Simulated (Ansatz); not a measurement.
**HfO₂: do energies and stresses tell the same story?**

All numbers below come from DFT r2SCAN, scalar-relativistic, plane waves, PAW (Ansatz 0.2.0).

Settings: cutoff 500 eV, Γ-centred mesh 6×6×6 on the computed 6-atom cell, Gaussian smearing of 0.02 eV; no spin polarisation.

Relaxed cell: P4_2/nmc, a = 3.577 Å, b = 3.577 Å, c = 5.203 Å, α = 90.00°, β = 90.00°, γ = 90.00°, 6 atoms in the primitive cell. This form isn't the usual stable structure of the compound.

Energies at zero smearing and pressures from the stress tensor, at volumes with shape and atoms relaxed:
```
V (Å³/atom) E − E(first) (meV/atom) P (GPa)
      9.762                     0.00    35.16
     10.095                   -60.82    23.76
     10.428                  -100.02    14.28
     10.761                  -121.28     6.44
     11.094                  -127.73    -0.01
     11.426                  -122.08    -5.25
     11.759                  -106.66    -9.43
     12.203                   -74.44   -13.57
```

Task: Check P = −dE/dV between neighbouring volumes, and get the bulk modulus from the pressures alone.

Result: With 1 eV/Å³ = 160.2 GPa:
| middle V (Å³/atom) | −ΔE/ΔV (GPa) | mean P (GPa) |
| --- | --- | --- |
| 9.929 | 29.277 | 29.458 |
| 10.262 | 18.873 | 19.021 |
| 10.594 | 10.235 | 10.361 |
| 10.927 | 3.107 | 3.215 |
| 11.260 | -2.721 | -2.630 |
| 11.593 | -7.422 | -7.342 |
| 11.981 | -11.634 | -11.504 |

The two differ by 0.18 GPa at most. The mean of two end pressures misses the average over a step by about ΔV² P″/12, up to 0.17 GPa here; with that taken off 0.01 GPa remains. Around V = 11.094 Å³/atom, the two neighbours give B = −V ΔP/ΔV = 11.094 × 11.69 / 0.666 = 194.8 GPa, against B0 = 191.4 GPa from the Birch–Murnaghan fit of the energies.

Spin–orbit coupling is left out, which can shift energies with elements as heavy as these.